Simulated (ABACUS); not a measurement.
**Co under changes of volume**

One of the cells (10.640 Å³/atom); the others are scaled copies at fixed shape and fractional positions:

```
Co
1.0
     2.47200    0.00000    0.00000
    -1.23600    2.14081    0.00000
     0.00000    0.00000    4.02114
Co
2
Direct
  0.66667 0.33333 0.75000
  0.33333 0.66667 0.25000
```

```yaml
Program: ABACUS 3.10.1
Functional: PBE
Potentials_or_basis: PseudoDojo NC SR 0.4.1 PBE standard
Cutoff: 1361 eV
Density_cutoff: 5442 eV
Basis: DZP LCAO (the cutoffs set its grid)
k_mesh: 12 × 12 × 7
Occupations: fermi-dirac, width 0.05 eV
Spin: collinear spin, ferromagnetic start
Starting_moments: "[2.0, 2.0] μB"
```

| volume (Å³/atom) | energy over the lowest point (meV/atom) | pressure (GPa) | moment (μB per cell) |
| --- | --- | --- | --- |
| 10.002 | 56.96 | 21.7 | 3.08 |
| 10.215 | 32.43 | 15.8 | 3.14 |
| 10.427 | ? | ? | ? |
| 10.640 | 4.56 | 5.6 | 3.24 |
| 10.853 | 0.00 | 1.2 | 3.28 |
| 11.066 | 1.15 | -2.8 | 3.31 |
| 11.279 | 7.14 | -6.4 | 3.33 |

Task: What does the run at 10.427 Å³/atom give?

Result: Energy over the lowest point 14.89 meV/atom; pressure 10.4 GPa; moment 3.20 μB per cell.

Worked out: A Birch-Murnaghan fit of order 3 (a polynomial in V^(-2/3)) to the other rows has its minimum at 10.92 Å³/atom with B0 = V·E''(V) = 208 GPa and B' = 3.7 at fixed shape and positions, which overstates the stiffness. It gives 15.20 meV/atom at 10.427 Å³/atom, against the run's 14.89, and -dE/dV = 10.4 GPa, against 10.4. A parabola through the other rows of the moment, of slope 0.235 μB per Å³/atom there, gives 3.19 μB, against the run's 3.20.

Energies are extrapolated to zero smearing.

Caveats: the atomic orbitals were generated for these runs and aren't a published set; the basis of atomic orbitals isn't converged, which shifts pressures, moduli and gaps.
